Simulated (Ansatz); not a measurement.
**How much does the functional matter for the cell of MgTe?**

The starting cell is an entry of the Crystallography Open Database (1963):

```
Mg Te
1.0
     4.52000    0.00000    0.00000
    -2.26000    3.91443    0.00000
     0.00000    0.00000    7.33000
Mg Te
2 2
Direct
  0.33333 0.66667 0.00000
  0.66667 0.33333 0.50000
  0.33333 0.66667 0.38500
  0.66667 0.33333 0.88500
```

Atoms and cell were relaxed at zero pressure with plane-wave PAW DFT (Ansatz 0.2.0; one set of PAW datasets, made under PBE, for all functionals; 420 eV, r2SCAN 500 eV; 6×6×4 Γ-centred mesh, fermi-dirac occupations of width 0.020 eV; no spin polarisation, no spin-orbit coupling, no dispersion correction), keeping the symmetry (P6_3mc, No. 186).

Four functionals were used, LDA, PBEsol, PBE and r2SCAN. Their relaxed conventional cells, unnamed:

```
run  a (Å)  c (Å)  volume (Å³/atom)
  A  4.510  7.336             32.31
  B  4.563  7.405             33.38
  C  4.609  7.505             34.52
  D  4.579  7.455             33.84
```

Which run is LDA's and which PBE's?

A is LDA, which overbinds and gives the smallest cell, and C is PBE, as a rule the largest. Of the two between, B is PBEsol and D is r2SCAN, an order that varies from crystal to crystal. Formation energies in eV an atom: LDA -0.846, PBEsol -0.827, PBE -0.882, r2SCAN -1.062.

Caveats: each relaxation keeps the start's symmetry, so a distorted cell may lie lower; computed cells are at 0 K with fixed nuclei; no spin-orbit coupling, which moves formation energies of heavy elements; the relaxed cell lies far from the entry, by an error of the functional or of the entry; formation energies are at zero smearing against the elements' usual phases under the same functional, gases as free molecules, uncorrected.
